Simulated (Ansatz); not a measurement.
EuS:

```
Eu S
1.0
     0.00000    2.97850    2.97850
     2.97850    0.00000    2.97850
     2.97850    2.97850    0.00000
Eu S
1 1
Direct
  0.00000 0.00000 0.00000
  0.50000 0.50000 0.50000
```

| Item | Value |
| --- | --- |
| Program | Ansatz 0.2.0 |
| Task | relaxation of cell and atoms |
| Functional | BLYP |
| Dispersion | D3(BJ) |
| Potentials or basis | Ansatz PAW |
| Cutoff | 420 eV (not typed: the program's choice for these potentials) |
| k mesh | 8 × 8 × 8 |
| Occupations | fermi-dirac, width 0.05 eV |
| Spin | collinear spin, ferromagnetic start |
| Starting moments | [7.0, 0.0] μB |

At the start: volume 26.42 Å³/atom.

Where does the relaxation end?

It ends after 5 steps and the volume is 24.19 Å³/atom (-8.5 %); space group Fm-3m (No. 225, to 0.05 Å); moment 6.94 μB per cell.

The path:
```csv
step,energy change (eV),largest force (eV/Å),volume (Å³)
1,0.0000,0.0000,52.85
2,-0.0586,0.0000,47.07
3,-0.0641,0.0000,48.57
4,-0.0643,0.0000,48.38
5,-0.0625,0.0000,48.38
```

Final structure:
```
Eu S
1.0
     0.00000    2.89212    2.89212
     2.89212    0.00000    2.89212
     2.89212    2.89212    0.00000
Eu S
1 1
Cartesian
  0.0000 0.0000 0.0000
  2.8921 2.8921 2.8921
```

Caveat: the plane-wave basis is chosen anew once the cell has moved, so the energies of steps on either side of that aren't comparable; a cell with one magnetic atom can't hold antiferromagnetic order, which such compounds often take; without U or exact exchange the open f shell lies at the Fermi level, which spoils levels, moments and volumes; the PAW data sets come from PBE, with cores solved anew for the run's functional, which leaves a small shift of forces and pressure.
